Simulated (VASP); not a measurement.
Set up this calculation in VASP 6.6.1, as the native input.

```
Task                   : relaxation of cell and atoms
Functional             : PBEsol
Potentials or basis    : VASP PAW PBE potentials, release 64 (Zn, Se)
Cutoff                 : 600 eV
k mesh                 : 8 × 8 × 8
Occupations            : gaussian, width 0.03 eV
Spin                   : no spin polarisation
Further INCAR settings : ALGO = Normal; EDIFF = 1e-06; IBRION = 2; EDIFFG = -0.01; NSW = 90; ISIF = 3
```

The structure of ZnSe (Stilleite) lies in POSCAR:

```
ZnSe
1.0
    0.0000000000      2.8338000000      2.8338000000
    2.8338000000      0.0000000000      2.8338000000
    2.8338000000      2.8338000000      0.0000000000
Zn Se
1 1
Direct
    0.0000000000      0.0000000000      0.0000000000
    0.2500000000      0.2500000000      0.2500000000
```

One way to write it, as run:

INCAR

```
SYSTEM = ZnSe
PREC = Accurate
ENCUT = 600
EDIFF = 1E-6
ISMEAR = 0
SIGMA = 0.03
LREAL = .False.
LASPH = .True.
NELM = 80
ALGO = Normal
ISIF = 3
LWAVE = .False.
LCHARG = .False.
GGA = PS
IBRION = 2
NSW = 90
EDIFFG = -0.01
```

KPOINTS

```
regular mesh
0
Gamma
  8 8 8
  0 0 0
```

Potentials or basis: VASP PAW PBE potentials, release 64 (Zn, Se).

Launch:

```sh
$ cat potpaw_PBE.64/Zn/POTCAR potpaw_PBE.64/Se/POTCAR > POTCAR
$ mpirun -np 1 vasp_std > vasp.out
```

Results of the run:

* Relaxed volume: 22.44 Å³/atom
* Relaxed cell: a = 3.989 Å, b = 3.989 Å, c = 3.989 Å, α = 60.00°, β = 60.00°, γ = 60.00°
* Space group after relaxing (to 0.05 Å): F-43m (No. 216)
* Energy gained by relaxing: 0.9 meV/atom
* Ionic steps: 3
* Pressure after relaxing: 0.0 GPa
* Band gap on the k mesh: 1.23 eV, direct

Caveat: the PAW data sets were made with another functional, which shifts forces and pressure a little.

It took 24 s on 1 thread of AMD EPYC 9R45 96-Core Processor (Zen 5) (shared host), peak memory 0.17 GiB.
